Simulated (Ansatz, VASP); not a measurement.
# BeTe in VASP and in Ansatz

File INCAR:

```
SYSTEM = BeTe
PREC = Accurate ; ENCUT = 520
EDIFF = 1E-6 ; ISMEAR = 0
SIGMA = 0.05 ; LREAL = .FALSE.
LASPH = .TRUE. ; NELM = 80
ALGO = Normal ; ISIF = 2
LWAVE = .FALSE. ; LCHARG = .FALSE.
NBANDS = 11
```

KPOINTS

```
Automatic mesh
0
G
  8 8 8
  0 0 0
```

POSCAR

```
BeTe
1.0
    0.0000000000      2.9916000000      2.6592000000
    2.9916000000      0.0000000000      2.6592000000
    2.9916000000      2.9916000000      0.0000000000
Be Te
1 1
Direct
    0.0000000000      0.0000000000      0.0000000000
    0.7500000000      0.7500000000      0.7500000000
```

Input for Ansatz:

```yaml
crystal:
  lattice:
    - [0.0, 2.9916, 2.6592]
    - [2.9916, 0.0, 2.6592]
    - [2.9916, 2.9916, 0.0]
  atoms:
    - { symbol: Be, position: [0.0, 0.0, 0.0] }
    - { symbol: Te, position: [0.75, 0.75, 0.75] }
basis:
  ecutwfc: 420
kpoints:
  mp_grid: { grid: [8, 8, 8] }
hamiltonian:
  xc: lda
scf:
  occupations: { method: gaussian, width: 0.05 }
output:
  forces: true
  stress: true
  eigenvalues: true
```

Change from the starting cell: strain +0.080 along x and y, -0.040 along z, atoms carried along.

Alike in both runs: task single point; functional LDA; k mesh 8 × 8 × 8; occupations gaussian, width 0.05 eV; no spin polarisation.

```csv
,VASP,Ansatz
version,VASP 6.6.1,Ansatz 0.2.0
potentials or method,"VASP PAW LDA potentials, release 64 (Be, Te)","scalar-relativistic, plane waves, PAW"
plane-wave cutoff (eV),520,420
valence electrons in the cell,8,18
```

|  | VASP | Ansatz | Ansatz less VASP |
| --- | --- | --- | --- |
| gap on the k mesh at the Fermi level (eV) | 1.29 | 1.31 | +0.017 |
| least direct gap on the mesh (eV) | 2.89 | 2.85 | -0.031 |
| pressure (GPa) | -5.3 | -5.5 | -0.18 |
| largest component of the traceless stress (GPa) | 3.71 | 3.71 | +0.009 |

The two sets of potentials don't hold the same shells in valence.

Caveats: spin-orbit coupling is left out, which moves the levels of the heavy elements. A k mesh can miss the band edges.
